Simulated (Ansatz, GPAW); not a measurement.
**InAs: 3 runs at one level of theory**

```
In As
1.0
     0.00000    3.01800    3.01800
     3.01800    0.00000    3.01800
     3.01800    3.01800    0.00000
In As
1 1
Direct
  0.00000 0.00000 0.00000
  0.75000 0.75000 0.75000
```

Alike in all runs: task single point; functional PBE; k mesh 8 × 8 × 8; occupations gaussian, width 0.017 eV; no spin polarisation; no spin-orbit coupling. A missing gap at this level doesn't show that the real crystal is a metal. Pressure is positive in compression and, in plane waves, holds the error of the finite cutoff, which Ansatz's Pulay term estimates and takes out.

| program and potentials | plane-wave cutoff (eV) | notes | band gap (eV) | pressure (GPa) |
| --- | --- | --- | --- | --- |
| Ansatz, Ansatz PAW | 420 | 14 valence electrons an atom on average | ? | ? |
| Ansatz, all-electron LAPW, scalar-relativistic | - | - | no gap | 4.30 |
| GPAW, GPAW PAW data sets (gpaw-data 1.2.1) | 600 | 9 valence electrons an atom on average | no gap | 4.04 |

Problem. Estimate from the other rows what the run with Ansatz, Ansatz PAW gave.

Solution. No band gap; pressure 4.29 GPa. Its pressure holds a Pulay term of +0.04 GPa. The other rows, which needn't bracket it: pressure 4.04 to 4.30.
